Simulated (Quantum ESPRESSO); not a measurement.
Runs of Quantum ESPRESSO 7.5 on TiB2. The structure is hexagonal, space group P6/mmm (No. 191). The conventional cell has a = 3.029 Å, b = 3.029 Å, c = 3.228 Å, α = 90.00°, β = 90.00°, γ = 120.00°. Around Ti (site symmetry 6/mmm) lie 12 B at 2.38 Å. B (site symmetry -6m2) has 3 B at 1.75 Å as nearest neighbours. 

| task | level | potentials or basis | U | cell | k mesh | cutoff (eV) | smearing | mixing beta | form of the LDA correlation | q mesh | start of the occupations | hubbard projectors | gap on the mesh (eV) | pressure (GPa) |
| --- | --- | --- | --- | --- | --- | --- | --- | --- | --- | --- | --- | --- | --- | --- |
| band structure | PBEsol | GBRV 1.5 PBEsol | - | as given | 10 × 10 × 8 | 612 | fermi-dirac 0.05 eV | 0.5 | - | - | - | - | none | -4.9 |
| phonon dispersion | LDA | JTH 2.0 LDA | - | relaxed | 8 × 8 × 6 | 707 | cold 0.136 eV | 0.5 | PW92 | 2 × 2 × 2 | - | - | none | 0.0 |
| phonons | PBE+D3(BJ) | GBRV 1.5 PBE | - | relaxed | 8 × 8 × 7 | 612 | cold 0.2 eV | 0.5 | - | - | - | - | none | 0.0 |
| phonons | PBE | GBRV 1.5 PBE | - | relaxed | 8 × 8 × 7 | 612 | cold 0.2 eV | 0.5 | - | - | - | - | none | 0.0 |
| Hubbard U by linear response | LDA+U | JTH 2.0 LDA | Ti d U = 3.5 eV | as given | 8 × 8 × 6 | 490 | methfessel-paxton 0.2 eV | 0.3 | PW92 | 2 × 2 × 2 | default | atomic | none | (a) |
| single point | PBE | SSSP 1.3 efficiency PBE | - | as given | 10 × 10 × 8 | 748 | fermi-dirac 0.05 eV | 0.5 | - | - | - | - | none | 0.0 |
| phonons | rev-vdW-DF2 | GBRV 1.5 PBE | - | relaxed | 8 × 8 × 7 | 612 | cold 0.2 eV | 0.5 | - | - | - | - | none | 0.0 |

Alike in all rows: no spin polarisation.

Problem. Estimate the missing entries.

Solution. (a) -12.8.

Caveats: the mesh is thin for the phonons of a metal (some runs); pairwise dispersion overbinds metals, which lowers pressure and volume (some runs); the cutoff is low for these files, which shifts pressure and relaxed volume (some runs); U without spin polarisation on a metal has little footing (some runs); the U is typed as a test and isn't derived for this compound (some runs); the potentials were made for another functional, which shifts forces and pressure (some runs); before the sum rule the acoustic modes lie tens of cm⁻¹ from zero, a sign that the density grid also shifts the optical modes (some runs).

A k mesh can miss the band edges.

A gap of «none» marks a metal or a gap under the smearing width.

Not every run made on this cell is shown here.
